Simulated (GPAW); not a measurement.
MoS2 in GPAW: convergence with k mesh

Input of the first run (k mesh 2 × 2 × 1); the others differ in this setting and in those tied to it:

Contents of run.py:

```python
from ase.dft.bandgap import bandgap
from ase.io import read, write
from ase.units import GPa
from gpaw import GPAW, PW

atoms = read('POSCAR')

calc = GPAW(mode=PW(600),
            xc='PBE',
            kpts={'size': (2, 2, 1), 'gamma': True},
            occupations={'name': 'fermi-dirac', 'width': 0.05},
            setups={'S': 'v3'},
            nbands=-12,
            convergence={'density': 1e-05, 'energy': 1e-05},
            maxiter=100,
            txt='gpaw.txt')
atoms.calc = calc
energy = atoms.get_potential_energy()
forces = atoms.get_forces()
stress = atoms.get_stress()
calc.write('gs.gpw')
write('result.traj', atoms)
print(f'Energy: {energy:.6f} eV')
print('Forces (eV/A):')
print(forces.round(4))
print('Stress (GPa):', (stress / GPa).round(3))
print('Fermi level:', round(calc.get_fermi_level(), 4), 'eV')
print(f'Gap: {bandgap(calc)[0]:.4f} eV, direct: {bandgap(calc, direct=True)[0]:.4f} eV')
```

Contents of POSCAR:

```
MoS2
1.0
    3.1841260822      0.0000000000      0.0000000000
   -1.5920630411      2.7575340760      0.0000000000
    0.0000000000      0.0000000000     17.3345999500
Mo S
1 2
Direct
    0.0000000000      0.0000000000      0.0000000000
    0.3333333333      0.6666666667      0.9105070200
    0.3333333333      0.6666666667      0.0894929800
```

Potentials or basis: GPAW PAW data sets (gpaw-data 1.2.1), newer versions, pw.

Command:

```sh
$ OMP_NUM_THREADS=1 python run.py
```

Hardware: 1 thread of Arm Neoverse V1, with other jobs on the host.

| k mesh | energy less the tightest run, at zero smearing (meV/atom) | largest force (eV/Å) | gap on the mesh (eV) | SCF cycles | CPU time (s) | peak memory (GiB) |
| --- | --- | --- | --- | --- | --- | --- |
| 2 × 2 × 1 | 262.96 | 0.718 | 1.911 | 11 | 9.1 | 0.19 |
| 3 × 3 × 1 | -13.02 | 0.061 | 1.604 | 11 | 11 | 0.19 |
| 4 × 4 × 1 | -18.62 | 0.193 | 2.119 | 11 | 14 | 0.19 |
| 5 × 5 × 1 | 0.56 | 0.222 | 1.936 | 11 | 16 | 0.19 |
| 6 × 6 × 1 | 0.46 | 0.224 | 1.570 | 11 | 21 | 0.2 |
| 7 × 7 × 2 | -0.08 | 0.219 | 1.835 | 11 | 44 | 0.23 |
| 9 × 9 × 2 | 0.03 | 0.220 | 1.570 | 11 | 63 | 0.25 |
| 11 × 11 × 2 | 0.00 | 0.219 | 1.677 | 11 | 82 | 0.28 |
| 13 × 13 × 2 | 0.00 | 0.219 | 1.658 | 11 | 110 | 0.31 |

Against the tightest run, the energy stays within 1 meV/atom from 5 × 5 × 1 on; the largest force stays within 0.005 eV/Å from 5 × 5 × 1 on. Not settled before the last step: the gap on the mesh (to 0.01 eV). Meshes of other sizes hit other points, so gaps and Fermi surfaces needn't settle smoothly. The tightest run that finished is the yardstick and may itself not be fully converged.
